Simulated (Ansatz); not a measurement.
SiO₂: checking a database structure before trusting its electric field gradients

The cell is a computed structure from the Materials Project (it need not be an observed phase).

Space group Pmma (No. 51); a = 5.2383, b = 7.4406, c = 8.1229 Å.

```csv
site,Wyckoff,site symmetry,x,y,z
Si1,4k,m..,0.2500,0.2113,0.1053
Si5,2f,mm2,0.2500,0.5000,0.3869
O7,4g,.2.,0.0000,0.2627,0.0000
O11,2e,mm2,0.2500,0.0000,0.1483
O13,4k,m..,0.2500,0.3219,0.2744
O17,2d,.2/m.,0.5000,0.5000,0.5000
```

One atom of each set is listed.

Computed with Ansatz: DFT, PBE, plane waves and PAW (field gradients read without the response of the frozen cores, which leaves them typically 4 to 6 % off), scalar-relativistic, 420 eV cutoff, Γ-centred 4×3×3 k-points, Fermi–Dirac smearing 0.02 eV.

(1) Do the atoms and the cell lie near the calculated equilibrium?

Results:

(1) Nearly. The largest force is 0.28 eV/Å, on atom 11 (O: 2 Si at 1.61 Å, angle 155°), and the pressure is 3.7 GPa. Relaxing the atoms is still advisable, since electric field gradients respond to shifts of a few hundredths of an ångström.
